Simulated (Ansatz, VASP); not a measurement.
**In in VASP and in Ansatz**

```xyz
3
Lattice="5.5289 0.0000 0.0000 -2.7645 4.7882 0.0000 0.0000 0.0000 3.1751" Properties=species:S:1:pos:R:3 pbc="T T T"
In    0.0000    0.0000    0.0000
In    0.0000    3.1921    1.5876
In    2.7645    1.5961    1.5876
```

Alike in both runs: functional PBE; k mesh 9 × 9 × 14; occupations gaussian, width 0.1 eV; no spin polarisation.

Ansatz relaxed the structure, and its values are those at the end. VASP's run is a single point on that final structure, the one shown.

|  | VASP | Ansatz |
| --- | --- | --- |
| version | VASP 6.6.1 | Ansatz 0.2.0 |
| potentials or method | VASP PAW PBE potentials, release 64 (In_d) | scalar-relativistic, plane waves, PAW |
| plane-wave cutoff (eV) | 520 | 420 |
| valence electrons in the cell | 39 | 39 |

|  | VASP | Ansatz | Ansatz less VASP |
| --- | --- | --- | --- |
| gap on the k mesh at the Fermi level (eV) | none | none | - |
| pressure (GPa) | 0.0 | 0.0 | +0.03 |

A gap of «none» marks a metal or a gap that the smearing closes.
